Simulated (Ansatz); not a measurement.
# Sn: the cost of one run

Program: Ansatz 0.2.0. Level of theory: DFT PBE, scalar-relativistic, plane waves, PAW. These are calculated values, not measurements.

**1. The starting structure**

It takes space group Fmmm (No. 69, orthorhombic). The conventional cell has a = 4.845 Å, b = 5.320 Å, c = 9.286 Å, α = 90.00°, β = 90.00°, γ = 90.00°. Around Si (site symmetry m2m) lie 5 Si at 2.42 to 2.51 Å. Around Si (site symmetry mm2) lie 6 Si at 2.48 to 2.72 Å.

Coordinates:

```xyz
4
Lattice="0.0000 2.6599 4.6432 2.4223 0.0000 4.6432 2.4223 2.6599 0.0000" Properties=species:S:1:pos:R:3 pbc="T T T"
Si    2.4223    3.8696    4.6432
Si    2.4223    1.4502    4.6432
Si    2.4223    2.6599    7.2413
Si    2.4223    2.6599    2.0452
```

The structure comes from the Materials Project (structure only).

**2. One element swapped, cell strained: Si → Sn, first probe**

The change: Sn takes all sites of Si, and lengths are scaled by 1.151 as a first guess of the size; strain xx, yy, zz, yz, xz, xy = -2.2, -2.2, -2.2, +0.0, +0.0, +0.0 %.

The input, input.yaml:

```yaml
crystal:
  lattice:
    - [0.0, 2.99645069, 5.2307448649]
    - [2.7287529927, 0.0, 5.2307448649]
    - [2.7287529927, 2.99645069, 0.0]
  atoms:
    - { symbol: Sn, position: [0.72739428, 0.27260572, 0.72739428] }
    - { symbol: Sn, position: [0.27260572, 0.72739428, 0.27260572] }
    - { symbol: Sn, position: [0.7797693, 0.7797693, 0.2202307] }
    - { symbol: Sn, position: [0.2202307, 0.2202307, 0.7797693] }
basis:
  ecutwfc: 420
kpoints:
  mp_grid: { grid: [6, 6, 6] }
hamiltonian:
  xc: pbe
scf:
  occupations: { method: gaussian, width: 0.1 }
output:
  forces: true
  stress: true
  eigenvalues: true
```

The run is started by

```
$ ansatz run input.yaml --threads 1 --pin off --max-ram 1331MiB --backend cpu --events-out ev --progress --plain --runs-dir out
```

What time and memory should one allow on 1 thread of an x86-64 CPU, shared host?

About 15 s, with a peak of 0.43 GiB.
